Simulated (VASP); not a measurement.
The system is TaN.

```
Ta N
1.0
     2.93800    0.00000    0.00000
    -1.46900    2.54438    0.00000
     0.00000    0.00000    2.88300
Ta N
1 1
Direct
  0.00000 0.00000 0.50000
  0.66667 0.33333 0.00000
```

* Program: VASP 6.6.1
* Task: relaxation of cell and atoms
* Functional: PBE
* Potentials or basis: VASP PAW PBE potentials, release 64 (Ta_pv, N)
* Cutoff: 520 eV
* k mesh: 10 × 10 × 9
* Occupations: gaussian, width 0.1 eV
* Spin: no spin polarisation

At the start: pressure 5.4 GPa; volume 10.78 Å³/atom.

Q: How do energy, volume and symmetry change on relaxing?

A: Over 3 steps the energy falls by 2.8 meV/atom and the volume is 10.94 Å³/atom (+1.6 %); space group P-6m2 (No. 187, to 0.05 Å).

Step by step:
| step | energy change (eV) | largest force (eV/Å) | pressure (GPa) | volume (Å³) |
| --- | --- | --- | --- | --- |
| 1 | 0.0000 | 0.0000 | 5.40 | 21.55 |
| 2 | 0.0256 | 0.0000 | -11.62 | 22.70 |
| 3 | -0.0056 | 0.0000 | -0.05 | 21.89 |

Final structure:
```
Ta N
1.0
     2.95203    0.00000    0.00000
    -1.47602    2.55654    0.00000
     0.00000    0.00000    2.90014
Ta N
1 1
Direct
  0.00000 0.00000 0.50000
  0.66667 0.33333 0.00000
```
